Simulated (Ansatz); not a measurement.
MgF2 (rutile), relaxed and computed with several functionals in Ansatz (plane waves, PAW). Much of their spread follows the volume that each gives.

```tsv
functional	V (Å³/atom)	B₀ by P(V) fit (GPa)
r²SCAN	10.85	104
PBE	11.38	90.3
HSE06	10.96	99.6
LDA	10.42	112
PBEsol	10.98	?
```

**Question.** Fit a straight line to ln B₀ against ln V and predict the withheld value.

**Answer.** Least squares on the 4 shown rows: ln B₀ = -2.46 × ln V + (10.493), with a scatter of 1.0 %. For PBEsol this gives 99.4. The run itself gave 97.2, a miss of 2.3 % of that, well beyond the scatter: the line misses something about this case.

All cells were relaxed under the symmetry of their starts (and spin orders); stability against distortions was not tested throughout.

Potentials: the later of the program's two PAW sets.

Ansatz (a quantum-chemistry and plane-wave program) is a plane-wave DFT program.
